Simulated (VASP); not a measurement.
# Mo (Im-3m) in VASP: further runs

Runs on Mo. Level: PBE. Tasks: single point.

Everything below comes from runs of VASP 6.6.1. Logs are shortened: lines on timing, memory, paths and dates and some standing lists are left out, and cuts for length are marked.

## Step 1: The undisturbed crystal

The structure is cubic, space group Im-3m (No. 229). The conventional cell has a = 3.147 Å, b = 3.147 Å, c = 3.147 Å, α = 90.00°, β = 90.00°, γ = 90.00°. Mo (site symmetry m-3m) is surrounded by 8 Mo at 2.73 Å.

## Step 2: Single point, PBE (a relaxed cell with its volume scaled by 1.03)

Input file INCAR:

```
SYSTEM = Mo
ALGO     = Normal         ! electronic algorithm
EDIFF    = 1E-7           ! SCF threshold, eV
ENCUT    = 700            ! plane-wave cutoff, eV
GGA      = PE             ! functional
ISIF     = 2              ! what is computed and relaxed
ISMEAR   = 0              ! smearing method
LASPH    = .TRUE.         ! aspherical terms in the spheres
LCHARG   = .FALSE.        ! write CHGCAR
LREAL    = .FALSE.        ! projectors in reciprocal space
LWAVE    = .FALSE.        ! write WAVECAR
NBANDS   = 13             ! bands
NELM     = 80             ! most SCF steps
PREC     = Accurate       ! precision mode
SIGMA    = 0.1            ! smearing width, eV
```

Input file KPOINTS:

```
k-points
0
G
  18 18 18
  0 0 0
```

Input file POSCAR:

```
Mo                                      
1.0
   -1.5968853864      1.5968853864      1.5968853864
    1.5968853864     -1.5968853864      1.5968853864
    1.5968853864      1.5968853864     -1.5968853864
  Mo            
     1
Direct
     0.0000000000000000    0.0000000000000000    0.0000000000000000
```

Potentials or basis: VASP PAW PBE potentials, release 64 (Mo_sv).

The run is started by

```console
$ cat potpaw_PBE.64/Mo_sv/POTCAR > POTCAR
$ mpirun -np 1 vasp_std > vasp.out
```

OUTCAR:

```text
SYSTEM = Mo
   EDIFF = 1E-7
   ENCUT = 700
   GGA = PE
   ISIF = 2
   ISMEAR = 0
   LASPH = .TRUE.
   LREAL = .FALSE.
   NELM = 80
   PREC = Accurate

 ion  position               nearest neighbor table
   1  0.000  0.000  0.000-

  LATTYP: Found a body centered cubic cell.
 ALAT       =     3.1937707728

  Lattice vectors:

 A1 = (  -1.5968853864,   1.5968853864,   1.5968853864)
 A2 = (   1.5968853864,  -1.5968853864,   1.5968853864)
 A3 = (   1.5968853864,   1.5968853864,  -1.5968853864)

Analysis of symmetry for initial positions (statically):
=====================================================================
 Subroutine PRICEL returns:
 Original cell was already a primitive cell.

 Routine SETGRP: Setting up the symmetry group for a
 body centered cubic supercell.

 Subroutine GETGRP returns: Found 48 space group operations
 (whereof 48 operations were pure point group operations)
 out of a pool of 48 trial point group operations.

The static configuration has the point symmetry O_h .

Analysis of symmetry for dynamics (positions and initial velocities):
=====================================================================
 Subroutine PRICEL returns:
 Original cell was already a primitive cell.

 Routine SETGRP: Setting up the symmetry group for a
 body centered cubic supercell.

 Subroutine GETGRP returns: Found 48 space group operations
 (whereof 48 operations were pure point group operations)
 out of a pool of 48 trial point group operations.

The dynamic configuration has the point symmetry O_h .

 Subroutine INISYM returns: Found 48 space group operations
 (whereof 48 operations are pure point group operations),
 and found     1 'primitive' translations

----------------------------------------------------------------------------------------

                                     Primitive cell

  volume of cell :      16.2885

  direct lattice vectors                    reciprocal lattice vectors
    -1.596885386  1.596885386  1.596885386     0.000000000  0.313109509  0.313109509
     1.596885386 -1.596885386  1.596885386     0.313109509  0.000000000  0.313109509
     1.596885386  1.596885386 -1.596885386     0.313109509  0.313109509  0.000000000

  length of vectors
     2.765886623  2.765886623  2.765886623     0.442803715  0.442803715  0.442803715

  position of ions in fractional coordinates (direct lattice)
     0.000000000  0.000000000  0.000000000

  ion indices of the primitive-cell ions
   primitive index   ion index
                 1           1

----------------------------------------------------------------------------------------

 KPOINTS: k-points

Automatic generation of k-mesh.
 Grid dimensions read from file:
 generate k-points for:   18   18   18

 Generating k-lattice:

  Cartesian coordinates                     Fractional coordinates (reciprocal lattice)
     0.000000000  0.017394973  0.017394973     0.055555556  0.000000000  0.000000000
     0.017394973  0.000000000  0.017394973     0.000000000  0.055555556  0.000000000
     0.017394973  0.017394973  0.000000000     0.000000000  0.000000000  0.055555556

  Length of vectors
     0.024600206  0.024600206  0.024600206

  Shift w.r.t. Gamma in fractional coordinates (k-lattice)
     0.000000000  0.000000000  0.000000000

 Subroutine IBZKPT returns following result:
 ===========================================

 Found    195 irreducible k-points:

 Following reciprocal coordinates:
            Coordinates               Weight
  0.000000  0.000000  0.000000      1.000000
  0.055556  0.000000  0.000000     12.000000
  0.111111  0.000000  0.000000     12.000000
  0.166667  0.000000  0.000000     12.000000
  0.222222  0.000000  0.000000     12.000000
  0.277778  0.000000  0.000000     12.000000
[... 16 lines left out ...]
  0.333333  0.111111  0.000000     48.000000
  0.388889  0.111111 -0.000000     48.000000
 [... further k-points ...]
   k-points           NKPTS =    195   k-points in BZ     NKDIM =    195   number of bands    NBANDS=     13
   number of dos      NEDOS =    301   number of ions     NIONS =      1
   total plane-waves  NPLWV =  13824
   dimension x,y,z NGX =    24 NGY =   24 NGZ =   24
   dimension x,y,z NGXF=    48 NGYF=   48 NGZF=   48
   ions per type =               1
   NGX,Y,Z   is equivalent  to a cutoff of  14.43, 14.43, 14.43 a.u.
   NGXF,Y,Z  is equivalent  to a cutoff of  28.85, 28.85, 28.85 a.u.
 SYSTEM =  Mo
   PREC   = accura    normal or accurate (medium, high low for compatibility)
   ISTART =      0    job   : 0-new  1-cont  2-samecut
   ICHARG =      2    charge: 1-file 2-atom 10-const
   ISPIN  =      1    spin polarized calculation?
   LNONCOLLINEAR =      F non collinear calculations
   LSORBIT =      F    spin-orbit coupling
   LASPH  =      T    aspherical Exc in radial PAW
   ENCUT  =  700.0 eV  51.45 Ry    7.17 a.u.   5.97  5.97  5.97*2*pi/ulx,y,z
   NELM   =     80;   NELMIN=  2; NELMDL= -5     # of ELM steps
   EDIFF  = 0.1E-06   stopping-criterion for ELM
   LREAL  =      F    real-space projection
   EDIFFG = 0.1E-05   stopping-criterion for IOM
   NSW    =      0    number of steps for IOM
   IBRION =     -1    ionic relax: 0-MD 1-quasi-New 2-CG
   NFREE  =      0    steps in history (QN), initial steepest desc. (CG)
   ISIF   =      2    stress and relaxation
   ISYM   =      2    0-nonsym 1-usesym 2-fastsym
   POTIM  = 0.5000    time-step for ionic-motion
   TEBEG  =    0.0;   TEEND  =   0.0 temperature during run
   PSTRESS=    0.0 pullay stress
   NELECT =      14.0000    total number of electrons
   NUPDOWN=      -1.0000    fix difference up-down
   EMIN   =  10.00;   EMAX   =-10.00  energy-range for DOS
   EFERMI =   0.00;   METHOD = LEGACY
   ISMEAR =     0;   SIGMA  =   0.10  broadening in eV -4-tet -1-fermi 0-gaus
   EFERMI_NEDOS =   21; number of points for ismear=-14 and -15
   IALGO  =     38    algorithm
   IMIX   =      4    mixing-type and parameters
     AMIX     =   0.40;   BMIX     =  1.00
     AMIX_MAG =   1.60;   BMIX_MAG =  1.00
  volume/ion in A,a.u.               =      16.29       109.92
  Fermi-wavevector in a.u.,A,eV,Ry     =   1.556529  2.941413 32.963940  2.422781
  Thomas-Fermi vector in A             =   2.660311
   LORBIT       =      0    0 simple, 1 ext, 2 COOP (PROOUT), +10 PAW based schemes
   GGA     = PE    functional components
   LHFCALC =     F    Hartree Fock is set to
   AEXX    =    0.0000 exact exchange contribution
   IVDW    =     0    specifies the selected vdW correction
   LEPSILON=     F    determine dielectric tensor
   LRPA    =     F    only Hartree local field effects (RPA)
 non-spin polarized calculation
 Gauss-broadening in eV      SIGMA  =   0.10
  energy-cutoff  :      700.00
  volume of cell :       16.29
 maximum number of plane-waves:       712
   NGX = 11   NGY = 11   NGZ = 11

 number of electron      14.0000000 magnetization

 Free energy of the ion-electron system (eV)
  ---------------------------------------------------
  ext. energy  EPLUGINS =         0.00000000
  ---------------------------------------------------
  free energy    TOTEN  =       -10.92448092 eV

  energy without entropy =      -10.92146242  energy(sigma->0) =      -10.92297167

 E-fermi :  11.9518     XC(G=0): -13.1596

 val. band max:       11.9136736740   @ k =  -0.4444   0.5000   0.2778
 cond. band min:      11.9639987891   @ k =  -0.3889   0.4444   0.2778
 fundamental gap:      0.0503251151
 Fermi energy:        11.9517904942

 k-point     1 :       0.0000    0.0000    0.0000
  band No.  band energies     occupation
      1     -49.3387      2.00000
      2     -22.6948      2.00000
      3     -22.6948      2.00000
      4     -22.6948      2.00000
      5       4.8465      2.00000
      6      10.6534      2.00000
      7      10.6534      2.00000
      8      10.6534      2.00000
      9      13.5289      0.00000
     10      13.5289      0.00000
     11      26.7074      0.00000
     12      26.7074      0.00000
     13      26.7074      0.00000

 k-point     2 :       0.0556    0.0000    0.0000
  band No.  band energies     occupation
      1     -49.3321      2.00000
      2     -22.7343      2.00000
      3     -22.7071      2.00000
      4     -22.6951      2.00000
      5       4.9776      2.00000
      6      10.5808      2.00000
      7      10.6421      2.00000
      8      10.7747      2.00000
      9      13.4222      0.00000
     10      13.5310      0.00000
     11      26.8031      0.00000
     12      26.9269      0.00000
     13      26.9524      0.00000

 k-point     3 :       0.1111    0.0000    0.0000
  band No.  band energies     occupation
      1     -49.3130      2.00000
      2     -22.8469      2.00000
      3     -22.7423      2.00000
      4     -22.6958      2.00000
      5       5.3529      2.00000
      6      10.3787      2.00000
      7      10.5915      2.00000
      8      11.1337      2.00000
      9      13.1850      0.00000
     10      13.5421      0.00000
     11      27.0272      0.00000
     12      27.5525      0.00000
     13      27.5672      0.00000
[... 305 lines left out ...]
 k-point    23 :       0.3333    0.1111    0.0000
  band No.  band energies     occupation
      1     -49.1335      2.00000
      2     -23.7608      2.00000
      3     -23.0812      2.00000
      4     -22.7552      2.00000
      5       7.3673      2.00000
      6       8.9964      2.00000
      7      11.2917      2.00000
      8      13.3090      0.00000
      9      14.2503      0.00000
     10      16.2001      0.00000
     11      24.1407      0.00000
     12      25.1273      0.00000
     13      29.2800      0.00000

 k-point    24 :       0.3889    0.1111   -0.0000
  band No.  band energies     occupation
      1     -49.1149      2.00000
      2     -23.8463      2.00000
      3     -23.1224      2.00000
      4     -22.7568      2.00000
      5       7.2505      2.00000
      6       8.8751      2.00000
      7      11.8996      1.53969
      8      13.4216      0.00000
      9      14.4819      0.00000
     10      17.0315      0.00000
     11      23.0994      0.00000
     12      24.5440      0.00000
     13      28.4060      0.00000

 [... further k-points ...]

------------------------ aborting loop because EDIFF is reached ----------------------------------------

  FORCE on cell =-STRESS in cart. coord.  units (eV):
  Direction    XX          YY          ZZ          XY          YZ          ZX
  --------------------------------------------------------------------------------------
  -------------------------------------------------------------------------------------
  Total       -0.7308973     -0.7308973     -0.7308973      0.0000000      0.0000000      0.0000000
  in kB      -71.8928514    -71.8928514    -71.8928514      0.0000000      0.0000000      0.0000000
  external PRESSURE =     -71.8928514 kB  Pullay stress =       0.0000000 kB

 VOLUME and BASIS-vectors are now :
 -----------------------------------------------------------------------------
  energy-cutoff  :      700.00
  volume of cell :       16.29
      direct lattice vectors                 reciprocal lattice vectors
    -1.596885386  1.596885386  1.596885386     0.000000000  0.313109509  0.313109509
     1.596885386 -1.596885386  1.596885386     0.313109509  0.000000000  0.313109509
     1.596885386  1.596885386 -1.596885386     0.313109509  0.313109509  0.000000000

 POSITION                                       TOTAL-FORCE (eV/Angst)
 -----------------------------------------------------------------------------------
      0.00000      0.00000      0.00000        -0.000000      0.000000      0.000000
 -----------------------------------------------------------------------------------
    total drift:                                0.000000      0.000000      0.000000

  FREE ENERGIE OF THE ION-ELECTRON SYSTEM (eV)
  ---------------------------------------------------
  free  energy   TOTEN  =       -10.9244809184 eV

  energy  without entropy=      -10.9214624219  energy(sigma->0) =      -10.92297167
```

Wall time 62 s (1 thread of Intel Xeon Platinum 8175M at 2.50GHz (Skylake/Cascade Lake), shared host); peak memory 0.18 GiB.

Results:

| Item | Value |
| --- | --- |
| Free energy | -10.9245 eV |
| Pressure | -7.2 GPa |
| Band gap on the k mesh | none (metal or under the smearing width) |

## Step 3: Single point, PBE (a relaxed cell with its volume scaled by 0.94)

INCAR is that of step 2.

KPOINTS is that of step 2.

Input file POSCAR:

```
Mo                                      
1.0
   -1.5489496096      1.5489496096      1.5489496096
    1.5489496096     -1.5489496096      1.5489496096
    1.5489496096      1.5489496096     -1.5489496096
  Mo            
     1
Direct
     0.0000000000000000    0.0000000000000000    0.0000000000000000
```

Potentials or basis: VASP PAW PBE potentials, release 64 (Mo_sv).

The run is started by

```console
$ cat potpaw_PBE.64/Mo_sv/POTCAR > POTCAR
$ mpirun -np 1 vasp_std > vasp.out
```

Run time: 46 s. Hardware: 1 thread of Intel Xeon Platinum 8175M at 2.50GHz (Skylake/Cascade Lake), shared host; peak memory 0.18 GiB.

The run converged. Its results:

```
Free energy            : -10.8834 eV
Pressure               : 18.4 GPa
Band gap on the k mesh : none (metal or under the smearing width)
```

Levels at points of the mesh, in eV from the Fermi level:
```tsv
k point	band 5	band 6	band 7	band 8	band 9	band 10
(0.00, 0.00, 0.00)	-7.43	-1.50	-1.50	-1.50	1.72	1.72
(0.50, 0.00, 0.00)	-5.67	-3.68	1.78	1.80	2.45	5.07
(0.50, 0.50, 0.50)	-5.87	-5.87	4.24	4.24	4.24	9.44
```

Caveat: so large a pressure means that the cell lies far from this level's equilibrium, or that cutoff or potentials fall short.
